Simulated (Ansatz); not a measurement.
**TaAs: reading a single point**

```yaml
crystal:
  lattice:
    - [0.00000, 3.42863, 0.00000]
    - [3.42863, 0.00000, 0.00000]
    - [1.71432, 1.71432, -5.86368]
  atoms:
    - { symbol: Ta, position: [0.00000, 0.00000, 0.00000] }
    - { symbol: Ta, position: [0.75000, 0.25000, 0.50000] }
    - { symbol: As, position: [0.50000, 0.50000, 0.00000] }
    - { symbol: As, position: [0.25000, 0.75000, 0.50000] }
```

Method: PBE, no spin polarisation; PAW, plane waves to 420 eV, 10×10×10 Γ-centred mesh, fermi-dirac occupations (width 0.0293 eV) (Ansatz 0.2.0), atoms fixed.

- Formation energy: 0.35 eV an atom against the elements' usual phases (free molecules for gases, crystals otherwise, with no correction for O₂ or N₂), so at this geometry it isn't bound against them. Relaxing would lower it.
- Contacts: Ta–As at 2.42 Å: least valence density 0.56 e/Å³ and ELF 0.38 there. Both are smooth PAW fields, read partly inside the augmentation spheres.
- Stress: The pressure is 21.1 GPa (compression positive), so with the atoms held at these fractions the cell would first expand. The principal stresses -12.2, 37.7, 37.7 GPa differ, so its shape would change too.
- Electronic structure: It is a metal, with about 2.3 states/eV a cell as the mean within 0.25 eV of the Fermi level, mostly Ta d (73 %) and As p (20 %).

Origin: a known structure type with other elements, at an estimated volume, so it need not be a known compound. Caveats: many states at the Fermi level without spin polarisation, so a magnetic state may lie lower; atoms or cell far from equilibrium.
